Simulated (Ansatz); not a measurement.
# GaN: the cost of one run

Method: DFT PBEsol, scalar-relativistic, in Ansatz 0.2.0.

## (1) Starting point

It takes space group Fm-3m (No. 225, cubic). Conventional cell: a = 3.985 Å, b = 3.985 Å, c = 3.985 Å, α = 90.00°, β = 90.00°, γ = 90.00°. Ga (site symmetry m-3m) has 6 N at 1.99 Å as nearest neighbours. N (site symmetry m-3m) is surrounded by 6 Ga at 1.99 Å.

As a file:

```cif
data_structure
_symmetry_space_group_name_H-M 'Fm-3m'
_symmetry_Int_Tables_number 225
_cell_length_a 3.9850
_cell_length_b 3.9850
_cell_length_c 3.9850
_cell_angle_alpha 90.000
_cell_angle_beta 90.000
_cell_angle_gamma 90.000
_cell_volume 63.28
loop_
_atom_site_label
_atom_site_type_symbol
_atom_site_symmetry_multiplicity
_atom_site_Wyckoff_symbol
_atom_site_fract_x
_atom_site_fract_y
_atom_site_fract_z
_atom_site_occupancy
Ga1 Ga 4 b 0.50000 0.00000 0.00000 1
N1 N 4 a 0.00000 0.00000 0.00000 1
```

The file gives the conventional cell by its symmetry; the runs use the cell typed in the input.

The geometry is a database entry used as it stands. It may stem from high pressure or temperature, or be incomplete, so it serves as a test cell.

Atoms are numbered in the order of the input: Ga1, N2.

## (2) Volume × 0.94, LAPW

input.yaml reads:

```yaml
crystal:
  lattice:
    - [0.0, 1.9518253216, 1.9518253216]
    - [1.9518253216, 0.0, 1.9518253216]
    - [1.9518253216, 1.9518253216, 0.0]
  atoms:
    - { symbol: Ga, position: [0.5, 0.5, 0.5] }
    - { symbol: "N", position: [0.0, 0.0, 0.0] }
kpoints:
  mp_grid: { grid: [13, 13, 13] }
  band_path:
    path:
      - [0.0, 0.0, 0.0]
      - [0.5, 0.0, 0.5]
      - [0.625, 0.25, 0.625]
      - [0.375, 0.375, 0.75]
      - [0.0, 0.0, 0.0]
      - [0.5, 0.5, 0.5]
      - [0.5, 0.25, 0.75]
      - [0.5, 0.0, 0.5]
    npoints: 5
scf:
  occupations: { method: fermi_dirac, width: 0.02 }
hamiltonian:
  xc: pbesol
  pseudopotentials: { kind: all_electron, lapw: { basis_error: 0.001 } }
output:
  forces: true
  stress: true
  eigenvalues: true
```

The run is started by

```sh
ansatz run input.yaml --threads 1 --pin off --max-ram 3072MiB --backend cpu --events-out ev --progress --plain --runs-dir out
```

**Question.** How long does this run take on 1 thread of Arm Neoverse V2, shared host, and how much memory does it need?

About 10 s, with a peak of 0.34 GiB.
